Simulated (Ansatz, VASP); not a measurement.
**Cross-check of C62N between VASP and Ansatz**

One calculation is typed for both programs; each brings its own data sets. How far apart do they land? The cell is taken from a series of runs on this material, whose earlier steps may have relaxed, scaled, displaced or heated it; both programs get it as it stands.

Calculated with Ansatz 0.2.0; plane waves, with VASP 6.6.1 beside it; single point at HSE06.

**1. Set-up**

The cell holds 63 atoms: 62 C and 1 N. Its edges and angles: a = 7.143 Å, b = 7.143 Å, c = 7.143 Å, α = 90.0°, β = 90.0°, γ = 90.0°. It derives from C (C (Fd-3m)). Nearest the centre at fractional (0.438, 0.438, 0.562): N63 at 0.94 Å, C26 at 1.93 Å, C12 at 1.94 Å, C41 at 1.94 Å, C22 at 2.06 Å, C59 at 2.06 Å, C37 at 2.07 Å, C28 at 2.61 Å. The cell carries charge −1.

Structure file:

```xyz
63
Lattice="7.1431 0.0000 0.0000 0.0000 7.1431 0.0000 0.0000 0.0000 7.1431" Properties=species:S:1:pos:R:3 pbc="T T T"
C     0.0037    7.1364    7.1424
C     0.0121    1.7826    1.7914
C     1.7930    0.0017    1.7914
C     1.7895    1.7791    0.0087
C     0.8995    0.8891    0.8981
C     0.9131    2.6826    2.6949
C     2.6930    0.9027    2.6949
C     2.6880    2.6776    0.8995
C     0.0051    7.1378    3.5699
C     7.1374    1.7791    5.3566
C     1.7895    7.1270    5.3566
C     1.7906    1.7802    3.6162
C     0.8854    0.8750    4.4656
C     0.8854    2.6702    6.2607
C     2.6806    0.8750    6.2607
C     0.0051    3.5658    7.1411
C     0.0043    5.3509    1.7849
C     1.8066    3.5770    1.7963
C     1.7930    5.3443    7.1340
C     0.8939    4.4549    0.8852
C     0.8939    6.2505    2.6808
C     2.6279    4.5358    2.5999
C     2.6910    6.2541    0.8816
C     0.0049    3.5664    3.5693
C     0.0121    5.3443    5.3531
C     1.7906    3.5196    5.3556
C     1.8066    5.3394    3.5587
C     0.9131    4.4408    4.4531
C     0.8995    6.2376    6.2467
C     2.6930    4.4408    6.2330
C     2.6880    6.2362    4.4581
C     3.5762    7.1378    7.1411
C     3.5874    1.7961    1.7963
C     5.3613    7.1370    1.7849
C     5.3547    1.7826    7.1340
C     4.4654    0.8835    0.8852
C     4.5463    2.6175    2.5999
C     6.2609    0.8835    2.6808
C     6.2645    2.6806    0.8816
C     3.5768    7.1376    3.5693
C     3.5300    1.7802    5.3556
C     5.3547    0.0017    5.3531
C     5.3498    1.7961    3.5587
C     4.4512    0.9027    4.4531
C     4.4512    2.6826    6.2330
C     6.2480    0.8891    6.2467
C     6.2466    2.6776    4.4581
C     3.5768    3.5664    7.1413
C     3.5678    5.3516    1.7842
C     5.3620    3.5574    1.7842
C     5.3613    5.3509    7.1418
C     4.4681    4.4577    0.8938
C     4.4681    6.2419    2.6780
C     6.2523    4.4577    2.6780
C     6.2542    6.2438    0.8919
C     3.5874    5.3394    5.3396
C     5.3498    3.5770    5.3396
C     5.3620    5.3516    3.5783
C     4.5463    4.5359    4.5183
C     4.4654    6.2505    6.2523
C     6.2609    4.4549    6.2523
C     6.2645    6.2541    4.4551
N     2.5852    2.5748    4.5609
```

**2. Ansatz: single point, HSE06**

Ansatz runs on its default PAW (the set named soft_2) files.

With cell and atoms fixed, the geometry can't cause a difference; cores, projectors, grids and the points listed under the comparison can.

Contents of input.yaml:

```yaml
crystal:
  checkpoint: "../qm1_M2.relax_smeared.run"
  host: checkpoint
total_charge: -1
basis:
  ecutwfc: 420
  xc_grid: 2
hamiltonian:
  xc: hse06
kpoints:
  mp_grid: { grid: [1, 1, 1] }
magnetization:
  spin_polarized: true
  initial_magnetization: 2
  spin_locking: { lock_magnetization: hard }
scf:
  occupations: { method: fermi_dirac, width: 0.01 }
  max_iter: 60
output:
  forces: true
  eigenvalues: true
  charged_corrections:
    epsilon: 5.85
    static_epsilon: 5.85
    defect_position: [0.4375, 0.4375, 0.5625]
  eigenstates: { localisation: true }
  populations: true
  efg: {}
  write_density: true
  write_potential: true
  volumetric_format: npy
checkpoint:
  read: "../qm1_M2.relax_smeared.run"
  write: "../qm1_M2.point.run"
  compress: false
  write_wavefunctions: false
  write_every: 100000
```

Run with:

```sh
> ansatz run input.yaml --threads 4 --pin off --max-ram 11304MiB --backend cpu --events-out ev --progress --plain --runs-dir out
```

What it wrote:

```text
Warning: the atoms were moved onto the symmetric positions of the space group found under crystal.symmetry.tolerance 1.0e-5 (fractional; no operation is sought that the atoms, as they stand in a round, miss by more than twice it, and no atom is moved by as much as it), and the run uses the moved positions. Before a round's move an operation carried an atom to 7.68e-5 Å from where it should land, the largest such dist [...]
[...]
atom  52  C  V_zz =    -0.141388   η = 0.0168   by run symmetry: allowed
            electrostatic potential = -418.337264 V   contact ρ = 864.019676 e/Å³   contact ρ_s (e/Å³): all electrons -0.034999, valence -0.036873
  atom  53  C  V_zz =    +0.202462   η = 0.2361   by run symmetry: allowed
            electrostatic potential = -418.486988 V   contact ρ = 864.037734 e/Å³   contact ρ_s (e/Å³): all electrons +0.047121, valence +0.058899
  atom  54  C  V_zz =    +0.202462   η = 0.2361   by run symmetry: allowed
            electrostatic potential = -418.486988 V   contact ρ = 864.037734 e/Å³   contact ρ_s (e/Å³): all electrons +0.047121, valence +0.058899
  atom  55  C  V_zz =    +0.202462   η = 0.2361   by run symmetry: allowed
            electrostatic potential = -418.486988 V   contact ρ = 864.037734 e/Å³   contact ρ_s (e/Å³): all electrons +0.047121, valence +0.058899
  atom  56  C  V_zz =    +0.086583   η = 0.0000   by run symmetry: allowed
            electrostatic potential = -418.301032 V   contact ρ = 864.079986 e/Å³   contact ρ_s (e/Å³): all electrons -0.020028, valence -0.017663
  atom  57  C  V_zz =    -0.897181   η = 0.4393   by run symmetry: allowed
            electrostatic potential = -418.559497 V   contact ρ = 864.015294 e/Å³   contact ρ_s (e/Å³): all electrons -0.121156, valence -0.127279
  atom  58  C  V_zz =    -0.897181   η = 0.4393   by run symmetry: allowed
            electrostatic potential = -418.559497 V   contact ρ = 864.015294 e/Å³   contact ρ_s (e/Å³): all electrons -0.121156, valence -0.127279
  atom  59  C  V_zz =    -0.958109   η = 0.3136   by run symmetry: allowed
            electrostatic potential = -418.692681 V   contact ρ = 863.979339 e/Å³   contact ρ_s (e/Å³): all electrons -0.133020, valence -0.147824
  atom  60  C  V_zz =    -2.300495   η = 0.0833   by run symmetry: allowed
            electrostatic potential = -420.183906 V   contact ρ = 864.400834 e/Å³   contact ρ_s (e/Å³): all electrons +1.432330, valence +1.799338
  atom  61  C  V_zz =    -0.282217   η = 0.1139   by run symmetry: allowed
            electrostatic potential = -418.410058 V   contact ρ = 864.180989 e/Å³   contact ρ_s (e/Å³): all electrons +0.180853, valence +0.205533
  atom  62  C  V_zz =    -0.282217   η = 0.1139   by run symmetry: allowed
            electrostatic potential = -418.410058 V   contact ρ = 864.180989 e/Å³   contact ρ_s (e/Å³): all electrons +0.180853, valence +0.205533
  atom  63  C  V_zz =    -0.411274   η = 0.9792   by run symmetry: allowed
            electrostatic potential = -418.404334 V   contact ρ = 864.112176 e/Å³   contact ρ_s (e/Å³): all electrons +0.190645, valence +0.209386
--- Charged-cell corrections in eV (Makov–Payne, q = -1.000 e, ε = 5.850) ---
  F (periodic)     = -15912.697527  (uncorrected; the corrections below are reported, never added to it)
  E_corr1          = +0.488858  (monopole, q²α_M/2εL)
  F Makov-Payne    = -15912.208669  (F + E_corr1; no measured alignment; for a localised charge, not one spread in a band: unchecked)
  no potential alignment in this run, which stands beside a crystal: run the host's input off ansatz write-host-input, and read the two finished runs by ansatz place-levels (neither reads a slab, a wire or a sheet, whose cell leaves a vacuum)
--- Band table (eV) ---
  k-point 0 ↑: bands = ["-11.2956", "-9.6194", "-8.8085", "-8.8085", "-8.6966", "-8.6966", "-8.3942", "-7.3802", "-6.4940", "-6.4940", "-6.4583", "-6.4583", "-6.4035", "-6.4035", "-6.3434", "-6.2682", "-6.2161", "-6.2161", "-5.6854", "-5.2660", "-4.9723", "-4.9723", "-4.3598", "-2.2871", "-2.2871", "-2.2654", "-2.2124", "-2.1208", "-1.8034", "-1.8034", "-1.6953", "-1.6953", "-1.6201", "-1.3767", "-1.1441", "-1.1441", [...]
  k-point 0 ↓: bands = ["-11.2672", "-9.6031", "-8.7865", "-8.7865", "-8.6421", "-8.6421", "-8.3457", "-7.3615", "-6.4708", "-6.4708", "-6.4409", "-6.4409", "-6.3295", "-6.3295", "-6.3122", "-6.2550", "-6.1557", "-6.1557", "-5.6299", "-5.2452", "-4.8980", "-4.8980", "-4.1710", "-2.2673", "-2.2673", "-2.2402", "-2.1876", "-2.0324", "-1.7859", "-1.7859", "-1.6471", "-1.6471", "-1.5877", "-1.3342", "-1.1295", "-1.1295", [...]
--- Löwdin populations: 63 sites ---
  site symbol       q [e]    m [muB]
     0      C      3.9993     0.0006
     1      C      3.9987    -0.0030
     2      C      3.9987    -0.0030
     3      C      4.0007    -0.0023
     4      C      3.9944     0.0024
     5      C      3.9936     0.0093
     6      C      3.9936     0.0093
     7      C      3.9904     0.0150
     8      C      4.0006     0.0099
     9      C      4.0007    -0.0023
    10      C      4.0007    -0.0023
    11      C      3.8910    -0.0020
    12      C      4.0057     0.0045
    13      C      4.0057     0.0045
    14      C      4.0057     0.0045
    15      N      5.2256     0.0011
    16      C      4.0006     0.0099
    17      C      3.9992    -0.0045
    18      C      3.9841    -0.0240
    19      C      3.9987    -0.0030
    20      C      3.9992     0.0349
    21      C      3.9992     0.0349
    22      C      4.1364     0.5902
    23      C      3.9970     0.0320
[...]
55      C      3.9954     0.0013
    56      C      3.9841    -0.0240
    57      C      3.9841    -0.0240
    58      C      3.9824    -0.0297
    59      C      4.1364     0.5902
    60      C      3.9992     0.0349
    61      C      3.9992     0.0349
    62      C      3.9970     0.0320
  spilling = 0.003892 (of n_electrons = 254.000000)
```

**3. VASP: single point, HSE06**

The same cell, functional, mesh and smearing now go to VASP, with its own data sets.

Lines of VASP's logs that name or quote its potential files are left out, and so is its time.

The run reads the wave functions of an earlier VASP run, which isn't shown here.

Contents of INCAR:

```
SYSTEM = C62N
PREC = Accurate
ENCUT = 520
EDIFF = 1E-06
NELM = 100
ISMEAR = -1
SIGMA = 0.01
LREAL = Auto
ALGO = Normal
LHFCALC = .TRUE.
AEXX = 0.25
GGA = PE
HFSCREEN = 0.208
LASPH = .TRUE.
NELECT = 254
NBANDS = 171
ISPIN = 2
MAGMOM = 0 -0 -0 -0 0 0.01 0.01 0.01 0.01 -0 -0 -0 0 0 0 0.01 -0 -0.01 -0 0.02 0.02 0.27 0.02 -0 -0 -0 -0.01 0.01 0 0.01 0.01 0.01 -0.01 -0 -0 0.02 0.27 0.02 0.02 -0 -0 -0 -0.01 0.01 0.01 0 0.01 -0 -0.01 -0.01 -0 0.01 0.01 0.01 0 -0.01 -0.01 -0.01 0.27 0.02 0.02 0.02 0
PRECFOCK = Fast
LORBIT = 11
LWAVE = .FALSE.
LCHARG = .FALSE.
ISIF = 2
NUPDOWN = 2
```

Contents of POSCAR:

```
C62N
1.0
    7.1431247189      0.0000000000      0.0000000000
    0.0000000000      7.1431247189      0.0000000000
    0.0000000000      0.0000000000      7.1431247189
C N
62 1
Direct
    0.0005222928      0.9990644558      0.9998989241
    0.0016938369      0.2495597629      0.2507889593
    0.2510174552      0.0002363957      0.2507890268
    0.2505260676      0.2490688140      0.0012185196
    0.1259204611      0.1244631418      0.1257281332
    0.1278347958      0.3755520950      0.3772697141
    0.3770097046      0.1263771034      0.3772700206
    0.3763065681      0.3748493518      0.1259243759
    0.0007104015      0.9992521163      0.4997724235
    0.9992029149      0.2490686850      0.7498949769
    0.2505264110      0.9977452290      0.7498952182
    0.2506731702      0.2492155697      0.5062447209
    0.1239574245      0.1224997568      0.6251557076
    0.1239557305      0.3738086390      0.8764650358
    0.3752660880      0.1224979765      0.8764656425
    0.0007098021      0.4991920548      0.9997130501
    0.0006067976      0.7490940237      0.2498702835
    0.2529083903      0.5007595313      0.2514763234
    0.2510175852      0.7481755562      0.9987277983
    0.1251372489      0.6236690563      0.1239271855
    0.1251367256      0.8750375360      0.3752951300
    0.3678912410      0.6349930776      0.3639712185
    0.3767258363      0.8755440835      0.1234204510
    0.0006847415      0.4992739660      0.4996897720
    0.0016929167      0.7481744748      0.7494031817
    0.2506722952      0.4927192507      0.7497502738
    0.2529081503      0.7474875262      0.4982049662
    0.1278346268      0.6216939399      0.6234121852
    0.1259198531      0.8732357982      0.8745001860
    0.3770092361      0.6216939737      0.8725878738
    0.3763061178      0.8730397730      0.6241141373
    0.5006498983      0.9992514332      0.9997133137
    0.5022166058      0.2514503465      0.2514760434
    0.7505520572      0.9991490012      0.2498708549
    0.7496331087      0.2495605176      0.9987279332
    0.6251268907      0.1236795487      0.1239275835
    0.6364522886      0.3664316234      0.3639696388
    0.8764955873      0.1236786026      0.3752956858
    0.8770018234      0.3752686031      0.1234204145
    0.5007316701      0.9992266682      0.4996897057
    0.4941762039      0.2492143712      0.7497505367
    0.7496326064      0.0002351381      0.7494032100
    0.7489451986      0.2514505006      0.4982053539
    0.6231514631      0.1263766110      0.6234123023
    0.6231512082      0.3755519468      0.8725877655
    0.8746936013      0.1244625057      0.8745005371
    0.8744975742      0.3748488506      0.6241140581
    0.5007318856      0.4992745360      0.9997380873
    0.4994716856      0.7491922763      0.2497717683
    0.7506500520      0.4980148691      0.2497720433
    0.7505506838      0.7490927218      0.9998139320
    0.6255102941      0.6240529902      0.1251283596
    0.6255096765      0.8738357535      0.3749108830
    0.8752937465      0.6240523358      0.3749112706
    0.8755618306      0.8741041187      0.1248587741
    0.5022148661      0.7474876225      0.7475136395
    0.7489453291      0.5007574057      0.7475137285
    0.7506495469      0.7491917499      0.5009474480
    0.6364561037      0.6349984662      0.6325380859
    0.6251257539      0.8750366341      0.8752848068
    0.8764948731      0.6236679388      0.8752851346
    0.8770012760      0.8755434500      0.6236949370
    0.3619176740      0.3604603268      0.6385040405
```

Contents of KPOINTS:

```
Automatic mesh
0
Gamma
1 1 1
0 0 0
```

Potentials, in the order of the species: C and N (PBE family, release 64).

Run with:

```sh
> export OMP_NUM_THREADS=3
> mpirun -np 1 vasp_gam
```

What it wrote:

```text
[banner, memory and clock lines left out]
running    1 mpi-ranks, on    1 nodes
[...]
Offloading initialized ...    1 GPUs detected
[...]
LDA part: xc-table for (Slater+PW92), standard interpolation
 found WAVECAR, reading the header
 POSCAR, INCAR and KPOINTS ok, starting setup
[...]
reading WAVECAR
 the WAVECAR file was read successfully
 initial charge from wavefunction
 entering main loop
       N       E                     dE             d eps       ncg     rms          rms(c)
DAV:   1    -0.642183563652E+03   -0.64218E+03   -0.85772E+00   722   0.780E+00    0.410E+00
DAV:   2    -0.642212724836E+03   -0.29161E-01   -0.17402E-01   792   0.983E-01    0.247E+00
DAV:   3    -0.642195076341E+03    0.17648E-01   -0.18214E-02   808   0.337E-01    0.134E+00
DAV:   4    -0.642190081744E+03    0.49946E-02   -0.55867E-03   800   0.188E-01    0.711E-01
[...]
DAV:   9    -0.642188184666E+03    0.90649E-05   -0.45680E-06   760   0.645E-03    0.338E-02
DAV:  10    -0.642188182434E+03    0.22322E-05   -0.13101E-06   456   0.359E-03    0.186E-02
DAV:  11    -0.642188182143E+03    0.29090E-06   -0.45079E-07   421   0.224E-03
   1 F= -.64218818E+03 E0= -.64218818E+03  d E =-.710035E-15  mag=     2.0000
```

Parts of OUTCAR (step 3):

```text
  FREE ENERGIE OF THE ION-ELECTRON SYSTEM (eV)
  ---------------------------------------------------
  free  energy   TOTEN  =      -642.1881821429 eV

  energy  without entropy=     -642.1881821429  energy(sigma->0) =     -642.18818214

 magnetization (x)
# of ion       s       p       d       tot
------------------------------------------
    1       -0.000   0.001   0.000   0.001
    2       -0.000  -0.002   0.000  -0.002
    3       -0.000  -0.002   0.000  -0.002
    4       -0.000  -0.001   0.000  -0.002
    5        0.000   0.002   0.000   0.002
    6        0.001   0.006   0.000   0.007
    7        0.001   0.006   0.000   0.007
    8        0.000   0.010   0.000   0.011
    9       -0.000   0.011   0.000   0.010
   10       -0.000  -0.001   0.000  -0.002
   11       -0.000  -0.001   0.000  -0.002
   12       -0.000  -0.000   0.000  -0.000
   13        0.000   0.003   0.000   0.003
[...]
--------------------------------------------------
tot          0.139   1.158   0.000   1.298

[... 1 further part left out ...]
```

The run ends at a pressure of -0.90 GPa, with forces up to 0.030 eV/Å.

**4. Comparison**

Known differences besides the potentials themselves: exact exchange at q = 0 is treated differently, which shows on coarse meshes; VASP keeps PBE cores, Ansatz makes them for the functional; the cutoff is 420 eV in Ansatz and 520 eV in VASP (PREC = Accurate, projectors in real space); VASP takes a coarser grid for exact exchange (PRECFOCK = Fast); site moments are counted in spheres of each program's own size. Total energies have different zeros and are not compared.

The two programs side by side:

```csv
quantity,Ansatz,VASP,difference
"total moment, fixed by the input (μB)",2.00,2.00,0.00
moment on C22 (μB),0.27,0.35,-0.09
moment on C37 (μB),0.27,0.35,-0.09
moment on C59 (μB),0.27,0.35,-0.09
```

At this near-relaxed geometry the largest component of a force difference is 28 meV/Å. The cell carries a charge of -1 e against a uniform background, so its pressure also hangs on how the neutralising background is counted, and in a defect's cell a gap may be the spacing between its levels.

**5. Summary of results**

```json
{
  "difference in moment on C22 (single point, HSE06)": "-0.087 μB"
}
```

**Reading.** The difference in moment on C22 is -0.087 μB (single point, HSE06). Such differences can come from data sets, numerical settings and the points named under the comparisons, not from the functional's error against experiment.

[Lines on the potential files, build, host, timing and source positions are cut from VASP's logs without a mark.]

[Logs are printed without paths, hosts, clocks, repeated set-up lines and the standing remarks that a program may print on its own settings, such as how far it seeks lower states.]

[Hosts, paths, dates, database ids (printed as entryN), source tags and the programs' standing remarks are cut or masked in the printed files.]
